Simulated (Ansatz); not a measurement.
Al2Ru:

```
Ru Al
1.0
    -1.56042    1.56042    4.22181
     1.56042   -1.56042    4.22181
     1.56042    1.56042   -4.22181
Ru Al
1 2
Direct
  0.00000 0.00000 0.00000
  0.34080 0.34080 0.00000
  0.65920 0.65920 0.00000
```

The cell comes from a database or a generator and needn't be the stable form of this composition.

Base run:

| Item | Value |
| --- | --- |
| Program | Ansatz 0.2.0 |
| Functional | LDA |
| Potentials or basis | all-electron LAPW, scalar-relativistic |
| Cutoff | 223 eV |
| Density cutoff | 892 eV |
| Basis error allowed | 0.002 eV/atom |
| k mesh | 12 × 12 × 12 |
| Occupations | fermi-dirac, width 0.05 eV |
| Spin | no spin polarisation |

Its results: pressure -4.6 GPa; largest force 0.133 eV/Å.

Question: The run is repeated on the same cell with these changes: functional from LDA to PBEsol. What comes out?

Answer: Pressure -0.5 GPa; largest force 0.046 eV/Å.

PBEsol binds less tightly than LDA, so the same cell stands under more pressure.

Not every run made on this cell is shown here.
